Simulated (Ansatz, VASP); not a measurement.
## Two plane-wave programs on Gd

```
Gd
1.0
    -1.92571    1.92571    1.92571
     1.92571   -1.92571    1.92571
     1.92571    1.92571   -1.92571
Gd
1
Direct
  0.00000 0.00000 0.00000
```

Change from the starting cell: volume scaled by 0.86, PAW files.

Alike in both runs: task single point; functional PBE; k mesh 11 × 11 × 11; occupations fermi-dirac, width 0.03 eV; collinear spin.

```csv
,VASP,Ansatz
version,VASP 6.6.1,Ansatz 0.2.0
potentials or method,"VASP PAW PBE potentials, release 64 (Gd)","PAW with Ansatz's default frozen-core files, scalar-relativistic"
plane-wave cutoff (eV),520,420
valence electrons in the cell,18,18
```

```tsv
	VASP	Ansatz	Ansatz less VASP
pressure (GPa)	5.9	6.1	+0.11
net moment per atom (μB)	7.62	7.62	-0.003
size of the moment on the site where the two differ most (μB)	7.03	7.33	+0.300
```

Site moments also hang on the region over which each program counts them.

 The state reached can hang on the start; a lower one may exist.
